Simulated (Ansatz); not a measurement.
Crystal: TaAs.

```
Ta As
1.0
    -1.72181    1.72181    5.86794
     1.72181   -1.72181    5.86794
     1.72181    1.72181   -5.86794
Ta As
2 2
Direct
  0.49997 0.49997 0.00000
  0.24997 0.74997 0.50000
  0.08263 0.08263 0.00000
  0.83263 0.33263 0.50000
```

The cell is a database's computed one.

* Program: Ansatz 0.2.0
* Task: relaxation of cell and atoms
* Functional: PBEsol
* Potentials or basis: Ansatz PAW
* Cutoff: 420 eV (not typed: the program's choice for these potentials)
* k mesh: 11 × 11 × 11
* Occupations: fermi-dirac, width 0.05 eV
* Spin: no spin polarisation

At the start: volume 17.40 Å³/atom.

**Question.** How do energy, volume and symmetry change on relaxing?

**Answer.** It ends after 4 steps and the volume is 17.02 Å³/atom (-2.1 %); space group I4_1md (No. 109, to 0.05 Å).

Step by step:
```tsv
step	energy change (eV)	largest force (eV/Å)	volume (Å³)
1	0.0000	0.0220	69.59
2	-0.0194	0.0021	68.16
3	-0.0194	0.0019	68.09
4	-0.0191	0.0018	68.09
```

Final structure:
```yaml
crystal:
  lattice:
    - [-1.71430, 1.71430, 5.79233]
    - [1.71430, -1.71430, 5.79233]
    - [1.71430, 1.71430, -5.79233]
  atoms:
    - { symbol: Ta, position: [0.50032, 0.50032, 0.00000] }
    - { symbol: Ta, position: [0.25032, 0.75032, 0.50000] }
    - { symbol: As, position: [0.08228, 0.08228, 0.00000] }
    - { symbol: As, position: [0.83228, 0.33228, 0.50000] }
```

Caveat: the plane-wave basis is chosen anew once the cell has moved, so the energies of steps on either side of that aren't comparable; the PAW data sets come from PBE, with cores solved anew for the run's functional, which leaves a small shift of forces and pressure.
